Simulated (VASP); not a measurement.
# TaN (Fm-3m) in VASP: a series of runs, part 2 of 2

VASP 6.6.1. Earlier steps stand in the parts before.

## 3. Relaxation of cell and atoms, PBE

INCAR

```
PREC = Accurate
ENCUT = 600
EDIFF = 1E-7
ISMEAR = 1
SIGMA = 0.1
LREAL = F
LASPH = T
NELM = 80
ALGO = Normal
ISIF = 3
LWAVE = F
LCHARG = F
GGA = PE
IBRION = 2
NSW = 90
EDIFFG = -0.005
```

KPOINTS

```
regular mesh
0
Gamma
  14 14 14
```

POSCAR

```
TaN                                     
1.0
   -0.0000000000      2.2100005679      2.2100005679
    2.2100005679      0.0000000000      2.2100005679
    2.2100005679      2.2100005679     -0.0000000000
  Ta              N             
     1     1
Direct
     0.5000000000000000    0.5000000000000000    0.5000000000000000
     0.0000000000000000    0.0000000000000000    0.0000000000000000
```

Potentials or basis: VASP PAW PBE potentials, release 64 (Ta_pv, N).

Launch:

```console
> cat potpaw_PBE.64/Ta_pv/POTCAR potpaw_PBE.64/N/POTCAR > POTCAR
> mpirun -np 1 vasp_std > vasp.out
```

OUTCAR:

```text
PREC = Accurate
   ENCUT = 600
   EDIFF = 1E-7
   ISMEAR = 1
   LREAL = F
   LASPH = T
   NELM = 80
   ISIF = 3
   GGA = PE
   IBRION = 2
   NSW = 90
   EDIFFG = -0.005

 ion  position               nearest neighbor table
   1  0.500  0.500  0.500-   2 2.21   2 2.21   2 2.21   2 2.21   2 2.21   2 2.21
   2  0.000  0.000  0.000-   1 2.21   1 2.21   1 2.21   1 2.21   1 2.21   1 2.21

  LATTYP: Found a face centered cubic cell.
 ALAT       =     4.4200011358

  Lattice vectors:

 A1 = (   0.0000000000,   2.2100005679,   2.2100005679)
 A2 = (   2.2100005679,   0.0000000000,   2.2100005679)
 A3 = (   2.2100005679,   2.2100005679,   0.0000000000)

Analysis of symmetry for initial positions (statically):
=====================================================================
 Subroutine PRICEL returns:
 Original cell was already a primitive cell.

 Routine SETGRP: Setting up the symmetry group for a
 face centered cubic supercell.

 Subroutine GETGRP returns: Found 48 space group operations
 (whereof 48 operations were pure point group operations)
 out of a pool of 48 trial point group operations.

The static configuration has the point symmetry O_h .

Analysis of symmetry for dynamics (positions and initial velocities):
=====================================================================
 Subroutine PRICEL returns:
 Original cell was already a primitive cell.

 Routine SETGRP: Setting up the symmetry group for a
 face centered cubic supercell.

 Subroutine GETGRP returns: Found 48 space group operations
 (whereof 48 operations were pure point group operations)
 out of a pool of 48 trial point group operations.

The dynamic configuration has the point symmetry O_h .

 Subroutine INISYM returns: Found 48 space group operations
 (whereof 48 operations are pure point group operations),
 and found     1 'primitive' translations

----------------------------------------------------------------------------------------

                                     Primitive cell

  volume of cell :      21.5877

  direct lattice vectors                    reciprocal lattice vectors
     0.000000000  2.210000568  2.210000568    -0.226244286  0.226244286  0.226244286
     2.210000568  0.000000000  2.210000568     0.226244286 -0.226244286  0.226244286
     2.210000568  2.210000568  0.000000000     0.226244286  0.226244286 -0.226244286

  length of vectors
     3.125412776  3.125412776  3.125412776     0.391866598  0.391866598  0.391866598

  position of ions in fractional coordinates (direct lattice)
     0.500000000  0.500000000  0.500000000
     0.000000000  0.000000000  0.000000000

  ion indices of the primitive-cell ions
   primitive index   ion index
                 1           1
                 2           2

----------------------------------------------------------------------------------------

 KPOINTS: regular mesh

Automatic generation of k-mesh.
 Grid dimensions read from file:
 generate k-points for:   14   14   14

 Generating k-lattice:

  Cartesian coordinates                     Fractional coordinates (reciprocal lattice)
    -0.016160306  0.016160306  0.016160306     0.071428571  0.000000000  0.000000000
     0.016160306 -0.016160306  0.016160306     0.000000000  0.071428571  0.000000000
     0.016160306  0.016160306 -0.016160306     0.000000000  0.000000000  0.071428571
[... 43 lines left out ...]
   dimension x,y,z NGXF=    56 NGYF=   56 NGZF=   56
   ions per type =               1   1
   NGX,Y,Z   is equivalent  to a cutoff of  14.89, 14.89, 14.89 a.u.
   NGXF,Y,Z  is equivalent  to a cutoff of  29.79, 29.79, 29.79 a.u.
 SYSTEM =  unknown system
   PREC   = accura    normal or accurate (medium, high low for compatibility)
   ISTART =      0    job   : 0-new  1-cont  2-samecut
   ICHARG =      2    charge: 1-file 2-atom 10-const
   ISPIN  =      1    spin polarized calculation?
   LNONCOLLINEAR =      F non collinear calculations
   LSORBIT =      F    spin-orbit coupling
   LASPH  =      T    aspherical Exc in radial PAW
   ENCUT  =  600.0 eV  44.10 Ry    6.64 a.u.   6.24  6.24  6.24*2*pi/ulx,y,z
   NELM   =     80;   NELMIN=  2; NELMDL= -5     # of ELM steps
   EDIFF  = 0.1E-06   stopping-criterion for ELM
   LREAL  =      F    real-space projection
   EDIFFG = -.5E-02   stopping-criterion for IOM
   NSW    =     90    number of steps for IOM
   IBRION =      2    ionic relax: 0-MD 1-quasi-New 2-CG
   NFREE  =      1    steps in history (QN), initial steepest desc. (CG)
   ISIF   =      3    stress and relaxation
   ISYM   =      2    0-nonsym 1-usesym 2-fastsym
   POTIM  = 0.5000    time-step for ionic-motion
   TEBEG  =    0.0;   TEEND  =   0.0 temperature during run
   PSTRESS=    0.0 pullay stress
   NELECT =      16.0000    total number of electrons
   NUPDOWN=      -1.0000    fix difference up-down
   EMIN   =  10.00;   EMAX   =-10.00  energy-range for DOS
   EFERMI =   0.00;   METHOD = LEGACY
   ISMEAR =     1;   SIGMA  =   0.10  broadening in eV -4-tet -1-fermi 0-gaus
   EFERMI_NEDOS =   21; number of points for ismear=-14 and -15
   IALGO  =     38    algorithm
   IMIX   =      4    mixing-type and parameters
     AMIX     =   0.40;   BMIX     =  1.00
     AMIX_MAG =   1.60;   BMIX_MAG =  1.00
  volume/ion in A,a.u.               =      10.79        72.84
  Fermi-wavevector in a.u.,A,eV,Ry     =   1.481537  2.799699 29.864125  2.194951
  Thomas-Fermi vector in A             =   2.595435
   LORBIT       =      0    0 simple, 1 ext, 2 COOP (PROOUT), +10 PAW based schemes
   GGA     = PE    functional components
   LHFCALC =     F    Hartree Fock is set to
   AEXX    =    0.0000 exact exchange contribution
   IVDW    =     0    specifies the selected vdW correction
   LEPSILON=     F    determine dielectric tensor
   LRPA    =     F    only Hartree local field effects (RPA)
 conjugate gradient relaxation of ions
 non-spin polarized calculation
 Methfessel and Paxton  Order N= 1 SIGMA  =   0.10
  energy-cutoff  :      600.00
  volume of cell :       21.59
 maximum number of plane-waves:       736
 NGX is ok and might be reduce to    28
   NGX = 13   NGY = 13   NGZ = 13

 number of electron      15.9999999 magnetization

 Free energy of the ion-electron system (eV)
  ---------------------------------------------------
  ext. energy  EPLUGINS =         0.00000000
  ---------------------------------------------------
  free energy    TOTEN  =       -21.82747510 eV

  energy without entropy =      -21.82759524  energy(sigma->0) =      -21.82751514

 E-fermi :   9.3474     XC(G=0): -13.3543

 val. band max:        9.3252707380   @ k =  -0.2857   0.1429   0.0000
 cond. band min:       9.4045771705   @ k =   0.2857   0.0000   0.0000
 fundamental gap:      0.0793064325
 Fermi energy:         9.3474272315

 k-point     1 :       0.0000    0.0000    0.0000
  band No.  band energies     occupation
      1     -26.4365      2.00000
      2     -26.4365      2.00000
      3     -26.4365      2.00000
      4      -9.3606      2.00000
      5       5.5968      2.00000
      6       5.5968      2.00000
      7       5.5968      2.00000
      8       7.3088      2.00000
      9       7.3088      2.00000
     10       7.3088      2.00000
     11       9.4332     -0.00694
     12       9.4333     -0.00713
[... 331 lines left out ...]
 k-point    24 :       0.2857    0.1429    0.0000
  band No.  band energies     occupation
      1     -26.8385      2.00000
      2     -26.5339      2.00000
      3     -26.5210      2.00000
      4      -8.0355      2.00000
      5       1.4220      2.00000
      6       3.4233      2.00000
      7       3.8567      2.00000
      8       6.8533      2.00000
      9      10.1293     -0.00000
     10      10.1961     -0.00000
     11      11.6844      0.00000
     12      12.3814      0.00000

 [... further k-points ...]

------------------------ aborting loop because EDIFF is reached ----------------------------------------

  FORCE on cell =-STRESS in cart. coord.  units (eV):
  Direction    XX          YY          ZZ          XY          YZ          ZX
  --------------------------------------------------------------------------------------
  -------------------------------------------------------------------------------------
  Total       -0.0000207     -0.0000207     -0.0000207      0.0000000     -0.0000000     -0.0000000
  in kB       -0.0015386     -0.0015386     -0.0015386      0.0000000     -0.0000000     -0.0000000
  external PRESSURE =      -0.0015386 kB  Pullay stress =       0.0000000 kB

 VOLUME and BASIS-vectors are now :
 -----------------------------------------------------------------------------
  energy-cutoff  :      600.00
  volume of cell :       21.59
      direct lattice vectors                 reciprocal lattice vectors
     0.000000000  2.210000568  2.210000568    -0.226244286  0.226244286  0.226244286
     2.210000568  0.000000000  2.210000568     0.226244286 -0.226244286  0.226244286
     2.210000568  2.210000568  0.000000000     0.226244286  0.226244286 -0.226244286

 POSITION                                       TOTAL-FORCE (eV/Angst)
 -----------------------------------------------------------------------------------
      2.21000      2.21000      2.21000        -0.000000      0.000000      0.000000
      0.00000      0.00000      0.00000         0.000000     -0.000000     -0.000000
 -----------------------------------------------------------------------------------
    total drift:                                0.000000      0.000000      0.000000

  FREE ENERGIE OF THE ION-ELECTRON SYSTEM (eV)
  ---------------------------------------------------
  free  energy   TOTEN  =       -21.8274750959 eV

  energy  without entropy=      -21.8275952366  energy(sigma->0) =      -21.82751514

 reached required accuracy - stopping structural energy minimisation
```

OSZICAR:

```text
N       E                     dE             d eps       ncg     rms          rms(c)
DAV:   1     0.974611119048E+02    0.97461E+02   -0.10045E+04  2496   0.156E+03
DAV:   2    -0.205468769042E+02   -0.11801E+03   -0.11153E+03  2820   0.368E+02
DAV:   3    -0.247875052377E+02   -0.42406E+01   -0.41044E+01  3172   0.646E+01
DAV:   4    -0.248575440204E+02   -0.70039E-01   -0.69769E-01  2880   0.695E+00
DAV:   5    -0.248584152382E+02   -0.87122E-03   -0.87107E-03  3112   0.657E-01    0.233E+01
DAV:   6    -0.219486356578E+02    0.29098E+01   -0.12455E+01  2984   0.338E+01    0.977E+00
DAV:   7    -0.218610511097E+02    0.87585E-01   -0.48140E-01  2712   0.659E+00    0.660E+00
DAV:   8    -0.218328510635E+02    0.28200E-01   -0.14729E-01  3044   0.391E+00    0.121E+00
DAV:   9    -0.218275999741E+02    0.52511E-02   -0.21649E-02  2868   0.127E+00    0.287E-01
DAV:  10    -0.218275660192E+02    0.33955E-04   -0.14165E-03  2880   0.413E-01    0.133E-01
DAV:  11    -0.218274779726E+02    0.88047E-04   -0.22346E-04  3032   0.135E-01    0.186E-02
DAV:  12    -0.218274776021E+02    0.37055E-06   -0.10238E-05  2716   0.322E-02    0.309E-03
DAV:  13    -0.218274751591E+02    0.24430E-05   -0.11139E-07  2440   0.347E-03    0.319E-03
DAV:  14    -0.218274750959E+02    0.63259E-07    0.97321E-07  1392   0.151E-03
   1 F= -.21827475E+02 E0= -.21827515E+02  d E =-.218275E+02
```

CONTCAR:

```text
TaN
   1.00000000000000
     0.0000000000000000    2.2100005678999999    2.2100005678999999
     2.2100005678999999    0.0000000000000000    2.2100005678999999
     2.2100005678999999    2.2100005678999999    0.0000000000000000
  Ta              N
     1     1
Direct
     0.5000000000000000    0.5000000000000000    0.5000000000000000
     0.0000000000000000    0.0000000000000000    0.0000000000000000

  0.00000000E+00  0.00000000E+00  0.00000000E+00
  0.00000000E+00  0.00000000E+00  0.00000000E+00
```

Run time: 27 s. Hardware: 1 thread of Intel Xeon Platinum 8559C (Emerald Rapids), shared host; peak memory 0.18 GiB.

What came out:

- Free energy: -21.8275 eV
- Pressure after relaxing: 0.0 GPa
- Band gap on the k mesh: none (metal or under the smearing width)

Final structure:
```
CELL_PARAMETERS angstrom
0.00000 2.21000 2.21000
2.21000 0.00000 2.21000
2.21000 2.21000 0.00000
ATOMIC_POSITIONS crystal
Ta 0.50000 0.50000 0.50000
N 0.00000 0.00000 0.00000
```

Caveat: the relaxation stopped at its first step, so nothing moved.
